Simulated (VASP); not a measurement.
# BAs: dielectric tensor with PBE

The system is BAs.

```
B As
1.0
     0.00000    2.38850    2.38850
     2.38850    0.00000    2.38850
     2.38850    2.38850    0.00000
B As
1 1
Direct
  0.00000 0.00000 0.00000
  0.25000 0.25000 0.25000
```

| Property | Result |
| --- | --- |
| Program | VASP 6.6.1 |
| Task | dielectric tensor |
| Functional | PBE |
| Potentials or basis | VASP PAW PBE potentials, release 64 (B, As) |
| Cutoff | 520 eV |
| k mesh | 16 × 16 × 16 |
| Occupations | gaussian, width 0.03 eV |
| Spin | no spin polarisation |
| Monkhorst-Pack mesh | yes |
| Further INCAR settings | ALGO = Fast; EDIFF = 1e-08 |

The electronic dielectric tensor (diagonal) is 9.75 and the born charges (mean of the diagonal) is B -0.53; As +0.53 e.

Levels at points of the mesh, in eV from the valence-band top:
| k point | band 2 | band 3 | band 4 | band 5 | band 6 | band 7 |
| --- | --- | --- | --- | --- | --- | --- |
| (0.03, 0.03, 0.03) | -0.14 | 0.00 | 0.00 | 3.35 | 3.35 | 3.36 |

Electronic dielectric tensor:
```
9.75 0.00 0.00
0.00 9.75 0.00
0.00 0.00 9.75
```

Born effective charge tensors (e):
atom 1, B
```
-0.53  0.00  0.00
 0.00 -0.53  0.00
 0.00  0.00 -0.53
```
atom 2, As
```
0.53 0.00 0.00
0.00 0.53 0.00
0.00 0.00 0.53
```

Wall time 24 min on 1 thread of Intel(R) Xeon(R) Platinum 8375C CPU @ 2.90GHz (Ice Lake), with other jobs on the host, peak memory 1.2 GiB.
